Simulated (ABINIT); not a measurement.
# Ge (Fd-3m) in ABINIT: settings compared

Aim: see how the results for Ge move with the level of theory and the settings. Levels: r2SCAN, LDA, PBEsol. Tasks: single point.

Program: ABINIT 10.8.3 (patched build). These are calculated values, not measurements. Logs are shortened: lines on timing, memory, paths and dates and some standing lists are left out, and cuts for length are marked. The log counts tension as positive stress, the text compression.

**Measured values to compare with.**

“Electronic and optical properties of SixGe1-x-ySny alloys lattice-matched to Ge”, 2021, arxiv:2109.02782 reports, for a bulk crystal of Ge at 300 K: band gap 0.807 eV (direct).

The results are compared with them further down.

**1. The structure**

It takes space group Fd-3m (No. 227, cubic). The conventional cell has a = 5.658 Å, b = 5.658 Å, c = 5.658 Å, α = 90.00°, β = 90.00°, γ = 90.00°. Around Ge (site symmetry -43m) lie 4 Ge at 2.45 Å.

**2. Single point, r2SCAN**

File run.abi:

```
# Pseudopotentials
pp_dirpath "./"
pseudos "Ge.GGA_PBE-JTH.xml"

# Structure
acell 3*1.0
rprim
     0.0000000000     5.3458651312     5.3458651312
     5.3458651312     0.0000000000     5.3458651312
     5.3458651312     5.3458651312     0.0000000000
ntypat 1
znucl 32
natom 2
typat 1 1
xred
     0.7500000000     0.7500000000     0.7500000000
     0.5000000000     0.5000000000     0.5000000000

# Plane-wave basis
ecut 24.0
pawecutdg 46.0

# k points
kptopt 1
ngkpt 5 5 5
nshiftk 1
shiftk 0.0 0.0 0.0

# Exchange and correlation
ixc -497498
usekden 1
pawxcdev 0

# Bands and occupations
nband 18
occopt 3
tsmear 0.00183747

# SCF cycle
nstep 100
tolvrs 1.0e-7

# Output
iomode 3
prtwf 0
prtden 0
prteig 0
prtebands 0
enunit 2
prtvol 2
```

Potentials or basis: JTH PAW PBE v2.0.

Run with:

```console
$ abinit run.abi > log 2>&1
```

run.abo:

```text
.Version 10.8.3 of ABINIT
 Symmetries : space group Fd -3 m (#227); Bravais cF (face-center cubic)
================================================================================
 Values of the parameters that define the memory need of the present run
     intxc =       0    ionmov =       0      iscf =      17    lmnmax =      18
     lnmax =       6     mgfft =      36  mpssoang =       3    mqgrid =    3001
     natom =       2  nloc_mem =       2    nspden =       1   nspinor =       1
    nsppol =       1      nsym =      48    n1xccc =       1    ntypat =       1
    occopt =       3   xclevel =       2
       mpw =        1736          nfft =       46656          nkpt =          10
 PAW method is used; the additional fine FFT grid is defined by:
   mgfftf=        48    nfftf =    110592
================================================================================
================================================================================

--------------------------------------------------------------------------------
------------- Echo of variables that govern the present computation ------------
--------------------------------------------------------------------------------
 -outvars: echo values of preprocessed input variables --------
            acell      1.0000000000E+00  1.0000000000E+00  1.0000000000E+00 Bohr
              amu      7.26100000E+01
             ecut      2.40000000E+01 Hartree
           enunit           2
              ixc     -497498
         kptrlatt        5    0    0      0    5    0      0    0    5
          kptrlen      3.78009749E+01
            natom           2
            nband          18
            ngfft          36      36      36
          ngfftdg          48      48      48
             nkpt          10
            nstep         100
             nsym          48
           ntypat           1
           occopt           3
        pawecutdg      4.60000000E+01 Hartree
         pawxcdev           0
           prtden           0
        prtebands           0
           prteig           0
          prtkden           1
           prtvol           2
            prtwf           0
            rprim      0.0000000000E+00  5.3458651312E+00  5.3458651312E+00
                       5.3458651312E+00  0.0000000000E+00  5.3458651312E+00
                       5.3458651312E+00  5.3458651312E+00  0.0000000000E+00
          spgroup         227
           tolvrs      1.00000000E-07
           tsmear      1.83747000E-03 Hartree
            typat      1  1
          usekden           1
           useylm           1
           xangst      4.2433649971E+00  4.2433649971E+00  4.2433649971E+00
                       2.8289099981E+00  2.8289099981E+00  2.8289099981E+00
            xcart      8.0187976968E+00  8.0187976968E+00  8.0187976968E+00
                       5.3458651312E+00  5.3458651312E+00  5.3458651312E+00
             xred      7.5000000000E-01  7.5000000000E-01  7.5000000000E-01
                       5.0000000000E-01  5.0000000000E-01  5.0000000000E-01
[... 283 lines left out ...]
  12.08453   12.08453
 kpt#   5, nband= 18, wtk=  0.19200, kpt=  0.4000  0.2000  0.0000 (reduced coord)
[... 8 lines left out ...]
 -18.69794  -18.69784  -18.63870  -18.58780  -18.56333  -18.45723  -18.44222  -18.41404
 -18.36182  -18.35129   -5.20627    1.14309    3.54338    5.73910    9.10377   11.05962
  11.41464   12.35444
 kpt#   8, nband= 18, wtk=  0.04800, kpt=  0.4000  0.4000  0.0000 (reduced coord)
 -18.69991  -18.69991  -18.64440  -18.56764  -18.53612  -18.48387  -18.46184  -18.40494
 -18.35233  -18.35233   -3.85174   -0.78140    3.73772    3.73772    7.57819    8.41882
  15.80383   15.80435
 kpt#   9, nband= 18, wtk=  0.09600, kpt= -0.4000  0.4000  0.0000 (reduced coord)
 -18.71784  -18.70370  -18.60892  -18.56480  -18.50708  -18.49442  -18.48344  -18.44180
 -18.34617  -18.33292   -2.72661   -2.03142    2.50235    3.85734    8.05930   10.21884
  15.08816   15.25074
 kpt#  10, nband= 18, wtk=  0.19200, kpt= -0.4000  0.4000  0.2000 (reduced coord)
 -18.71621  -18.71060  -18.60197  -18.54053  -18.53301  -18.50535  -18.47149  -18.44739
 -18.34002  -18.33555   -3.46303   -1.17590    2.56744    3.56353   10.45089   10.69452
  11.48970   14.70279
 Total charge density [el/Bohr^3]
)     Maximum=    1.6393E+00  at reduced coord.    0.7500    0.7500    0.7500
)Next maximum=    1.6393E+00  at reduced coord.    0.5000    0.5000    0.5000
)     Minimum=    2.3946E-03  at reduced coord.    0.0000    0.0000    0.0000
)Next minimum=    2.3946E-03  at reduced coord.    0.2500    0.2500    0.2500
   Integrated=    2.8000E+01

--- !EnergyTerms
iteration_state     : {dtset: 1, }
comment             : Components of total free energy in Hartree
kinetic             :  1.29655794807165E+01
hartree             :  4.44868142445798E+01
xc                  : -4.33404795824213E+00
Ewald energy        : -9.87503791004545E+01
psp_core            :  3.71373064293366E+00
local_psp           : -1.44299274466953E+02
PAW spherical_terms :  9.43083969951976E+00
internal            : -1.76786737457900E+02
'-kT*entropy'       : -1.29871135914856E-05
total_energy        : -1.76786750445013E+02
total_energy_eV     : -4.81061254953111E+03
...

--- !EnergyTermsDC
iteration_state     : {dtset: 1, }
comment             : '"Double-counting" decomposition of free energy'
band_energy         : -1.33356705140629E+01
Ewald energy        : -9.87503791004545E+01
psp_core            :  3.71373064293366E+00
xc_dc               : -4.30435539371411E+01
PAW spherical_terms : -2.53708575982596E+01
internal            : -1.76786730506984E+02
'-kT*entropy'       : -1.29871135914856E-05
total_energy_dc     : -1.76786743494098E+02
total_energy_dc_eV  : -4.81061236038707E+03
...

--- !EnergyTermsWithPAWCore
iteration_state     : {dtset: 1, }
comment             : 'Components of total free energy, including PAW core contributions'
Total energy        : -4.19857600581286E+03
Total energy DC     : -4.19857599886195E+03
Total energy (eV)   : -1.14249073377282E+05
Total energy DC (eV): -1.14249073188138E+05
...

 Cartesian components of stress tensor (hartree/bohr^3)
  sigma(1 1)= -2.00787651E-05  sigma(3 2)=  0.00000000E+00
  sigma(2 2)= -2.00787651E-05  sigma(3 1)=  0.00000000E+00
  sigma(3 3)= -2.00787651E-05  sigma(2 1)=  0.00000000E+00

-Cartesian components of stress tensor (GPa)         [Pressure=  5.9074E-01 GPa]
- sigma(1 1)= -5.90737665E-01  sigma(3 2)=  0.00000000E+00
- sigma(2 2)= -5.90737665E-01  sigma(3 1)=  0.00000000E+00
- sigma(3 3)= -5.90737665E-01  sigma(2 1)=  0.00000000E+00

== END DATASET(S) ==============================================================
================================================================================

 -outvars: echo values of variables after computation  --------
            acell      1.0000000000E+00  1.0000000000E+00  1.0000000000E+00 Bohr
           etotal     -1.7678674349E+02
            fcart      5.0368745882E-29 -5.0368745882E-29  5.0368745882E-29
                      -5.0368745882E-29  5.0368745882E-29 -5.0368745882E-29
            rprim      0.0000000000E+00  5.3458651312E+00  5.3458651312E+00
                       5.3458651312E+00  0.0000000000E+00  5.3458651312E+00
                       5.3458651312E+00  5.3458651312E+00  0.0000000000E+00
           strten     -2.0078765117E-05 -2.0078765117E-05 -2.0078765117E-05
                       0.0000000000E+00  0.0000000000E+00  0.0000000000E+00
           xangst      4.2433649971E+00  4.2433649971E+00  4.2433649971E+00
                       2.8289099981E+00  2.8289099981E+00  2.8289099981E+00
             xred      7.5000000000E-01  7.5000000000E-01  7.5000000000E-01
                       5.0000000000E-01  5.0000000000E-01  5.0000000000E-01
 Calculation completed.
```

It took 54 s on 1 thread of Arm Neoverse V1, shared host; peak memory 0.15 GiB.

Results:

| Property | Result |
| --- | --- |
| Free energy | -4810.6124 eV |
| Pressure | 0.6 GPa |
| Band gap on the k mesh | 0.40 eV, direct |
| Valence electrons inside the program's atomic spheres | Ge 12.40 (radii [1.2196] Å) |

Caveat: totals of a meta-GGA on PAW files have another zero than those of a GGA; the PAW data sets were made with another functional, which shifts forces and pressure a little; an odd mesh through Γ misses points on the zone boundary, where band edges often lie.

**3. Single point, LDA**

File run.abi:

```
pp_dirpath "./"
pseudos "Ge.LDA_PW-JTH.xml"

acell 4.0006828887 4.0006828887 4.0006828887 Angstrom
rprim
     0.0000000000     0.7071067812     0.7071067812
     0.7071067812     0.0000000000     0.7071067812
     0.7071067812     0.7071067812     0.0000000000
ntypat 1
znucl 32
natom 2
typat 1 1
xcart
     8.0187976968     8.0187976968     8.0187976968
     5.3458651312     5.3458651312     5.3458651312

ecut 20.0
pawecutdg 40.0

kptopt 1
ngkpt 10 10 10
nshiftk 1
shiftk 0.0 0.0 0.0

ixc 7

nband 18
occopt 3
tsmear 0.05 eV

nstep 100
tolvrs 1.0e-9

iomode 3
prtwf 0
prtden 0
prteig 0
prtebands 0
enunit 1
```

Potentials or basis: JTH PAW LDA v2.0.

Run with:

```console
$ abinit run.abi > log 2>&1
```

Wall time 37 s (1 thread of Arm Neoverse V1, shared host); peak memory 0.12 GiB.

The run converged. Its results:

```
Free energy                                           : -5214.8670 eV
Band gap on the k mesh                                : none (metal or under the smearing width)
Valence electrons inside the program's atomic spheres : Ge 12.41, 12.40 (radii [1.2196] Å)
```

Levels at points of the mesh, in eV from the Fermi level:
```csv
k point,band 11,band 12,band 13,band 14,band 15,band 16,band 17,band 18
"(0.00, 0.00, 0.00)",-12.81,-0.19,0.02,0.02,0.02,2.56,2.56,2.56
"(0.50, 0.00, 0.00)",-10.72,-7.64,-1.39,-1.39,0.06,3.76,3.76,6.99
"(0.50, 0.50, 0.00)",-8.93,-8.93,-3.06,-3.06,0.70,0.70,9.41,9.41
```

Caveat: the cutoff is too short for stress, so the log's stress isn't used; this crystal is a semiconductor, whose small gap the functional closes, so the metal is an error of the method.

(Part 1 of 2 ends here.)
